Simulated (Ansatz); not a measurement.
Band gaps of compounds of F, Cl, Br, I: HSE06 from PBE

Kohn-Sham band gaps in eV, highest filled to lowest empty level on each run's k-point mesh, so edges off the mesh make the true gap smaller. Crystals with no clear gap at one or both levels aren't in the table, nor are crystals whose gap moves by over 0.03 eV on the hybrid's coarser mesh, compounds of V to Ni run without spin or salts with parallel moments, so the line says nothing of them. A dispersion term ran beside these levels; it doesn't touch the electrons.

Plane-wave PAW calculations with Ansatz (a quantum-chemistry and plane-wave program), its default PAW set, cutoff 420 eV. The structures are at rest with PBE; other levels are single points on them. HSE06 runs on coarser k-point meshes, which give the PBE gaps of the finer ones within 0.03 eV. Neutral cells; Fermi-Dirac smearing of at most 0.05 eV in the solids, energies taken to zero width. The lattices are those relaxed with PBE, so at other levels the solids can be strained, which adds to the spread. The runs are scalar-relativistic, without spin-orbit coupling. No Hubbard U is applied.
- A relaxation starts from a structure prepared with the learned potential CHGNet (CsPbI3 (Pnma)).
- A relaxation runs on a coarser mesh than the energies (CsPbI3 (Pnma)).

```tsv
crystal	PBE	HSE06
CsPbI3 (Pnma)	1.83	2.38
LiI (rock salt, Fm-3m)	4.25	5.28
AgI (zinc blende, F-43m)	1.34	2.50
CuCl (zinc blende, F-43m); no spin	0.53	2.36
AgBr (rock salt, Fm-3m)	0.69	2.04
SrF2 (fluorite, Fm-3m)	6.79	8.82
AgI (wurtzite, P6₃mc)	1.37	2.54
LiBr (rock salt, Fm-3m)	4.92	…
```

Q: What does a linear fit of the HSE06 gap to the PBE gap predict for the withheld row, and how well does it hold?

A: With x = the PBE gap and y = the HSE06 gap, the seven complete rows give Σx = 16.80, Σy = 25.92, Σx² = 71.9450, Σxy = 96.1714. The slope is b = (nΣxy − ΣxΣy)/(nΣx² − (Σx)²) = 1.074 and the intercept a = (Σy − bΣx)/n = 1.125 eV. The fitted rows themselves scatter about the line by 0.43 eV (root mean square; median size 0.40), most for CsPbI3 (Pnma) (-0.71). For LiBr (rock salt, Fm-3m), x = 4.92 gives y = 1.125 + (1.074) × (4.92) = 6.41 eV. The run itself gives 6.14 eV, so the line misses by 0.27 eV.
